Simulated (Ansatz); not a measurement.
# CdSe under compression and expansion

```cif
data_structure
_symmetry_space_group_name_H-M 'F-43m'
_symmetry_Int_Tables_number 216
_cell_length_a 6.1405
_cell_length_b 6.1405
_cell_length_c 6.1405
_cell_angle_alpha 90.000
_cell_angle_beta 90.000
_cell_angle_gamma 90.000
_cell_volume 231.54
loop_
_atom_site_label
_atom_site_type_symbol
_atom_site_symmetry_multiplicity
_atom_site_Wyckoff_symbol
_atom_site_fract_x
_atom_site_fract_y
_atom_site_fract_z
_atom_site_occupancy
Cd1 Cd 4 a 0.00000 0.00000 0.00000 1
Se1 Se 4 d 0.25000 0.25000 0.75000 1
```

The runs use the primitive cell with vectors (0.000, 3.070, 3.070), (3.070, 0.000, 3.070), (3.070, 3.070, 0.000) Å, to which the k mesh refers.

Symmetry: F-43m, No. 216, cubic system. The conventional cell has a = 6.141 Å, b = 6.141 Å, c = 6.141 Å, α = 90.00°, β = 90.00°, γ = 90.00°. Around Cd (site symmetry -43m) lie 4 Se at 2.66 Å. Se (site symmetry -43m) is surrounded by 4 Cd at 2.66 Å.

The cell is the one relaxed in the Materials Project (mp-2691), not relaxed further here; entries there can be hypothetical.

Methods: DFT, LDA, all-electron LAPW, scalar-relativistic (Ansatz 0.2.0); DFT, LDA, PAW with Ansatz's default frozen-core files, scalar-relativistic (Ansatz 0.2.0).

For LAPW: a Γ-centred 8×8×8 k mesh, Fermi–Dirac smearing of 0.03 eV, basis error target 1 meV/atom, no spin polarisation. PAW takes a cutoff of 420 eV at this cell (files made with PBE, cores remade for this functional). The Ansatz runs share mesh, smearing and spin set-up. Plane-wave (PAW) pressures include the program's estimate of the Pulay term.

The cell above is scaled evenly, with fractional coordinates and shape held.

```
V/V(cell)  V (Å³/atom)  P, LAPW (GPa)  P, PAW (GPa)  gap on the k mesh, LAPW (eV)  free energy over the lowest listed, PAW (meV/atom)
   0.9400       27.206          -0.20         -0.22                          0.40                                                 0.0
   0.9405       27.220          -0.23         -0.25                          0.39                                                 0.0
   0.9600       27.784          -1.34         -1.36                          0.35                                                 2.9
   0.9800       28.363          -2.35         -2.37                          0.31                                                 9.7
   0.9900       28.653          -2.81         -2.83                          0.29                                                14.3
   1.0000       28.942          -3.25         -3.26                          0.27                                                19.9
   1.0100       29.232          -3.66         -3.67                          0.25                                                26.1
   1.0200       29.521          -4.04         -4.05                          0.23                                                33.1
   1.0400       30.100          -4.74         -4.75                          0.19                                                49.0
   1.0600       30.679          -5.36         -5.36                          0.16                                                67.3
```
